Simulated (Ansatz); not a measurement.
**CdI₂: two-dimensional strain map**

Level of theory: DFT PBE+D3(BJ), scalar-relativistic, plane waves, PAW (Ansatz 0.2.0). The runs took a 420 eV cutoff, a Γ-centred 9×9×4 mesh and Gaussian smearing (0.05 eV). Spin–orbit coupling is left out, which matters for the heavy elements here. No spin polarisation. Energies are free energies at this smearing, counted from the undisturbed cell; pressure is positive in compression.

The undisturbed cell (as given, not relaxed at this level; it stands at 0.3 GPa):

```
Cd I
1.0
     4.24400    0.00000    0.00000
    -2.12200    3.67541    0.00000
     0.00000    0.00000    6.85900
Cd I
1 2
Direct
  0.00000 0.00000 0.00000
  0.33333 0.66667 0.24920
  0.66667 0.33333 0.75080
```

The cell is strained by p along both x and y and by q along z, fractional coordinates fixed. Points are written (p, q).

Energy above the undisturbed cell in meV/atom (a dash: not computed):

```csv
p \ q,-0.050,-0.025,0.000,0.025,0.050
-0.050,115.5,80.8,56.2,40.8,33.7
-0.025,51.6,28.6,14.4,8.1,9.0
0.000,18.8,5.6,0.0,1.2,8.6
0.025,11.3,6.3,7.7,–,27.8
0.050,24.4,26.1,33.3,45.6,62.5
```

Pressure in GPa:

```csv
p \ q,-0.050,-0.025,0.000,0.025,0.050
-0.050,8.1,6.4,4.9,3.7,2.5
-0.025,4.8,3.5,2.3,1.3,0.4
0.000,2.2,1.2,0.3,-0.5,-1.2
0.025,0.3,-0.6,-1.3,–,-2.4
0.050,-1.3,-1.9,-2.4,-2.9,-3.3
```

Gap on the k-mesh in eV:

```
 p \ q  -0.050  -0.025  0.000  0.025  0.050
-0.050    2.47    2.40   2.31   2.20   2.09
-0.025    2.53    2.46   2.38   2.28   2.17
 0.000    2.42    2.46   2.41   2.32   2.22
 0.025    2.16    2.24   2.28      –   2.18
 0.050    1.86    1.94   2.01   2.05   2.04
```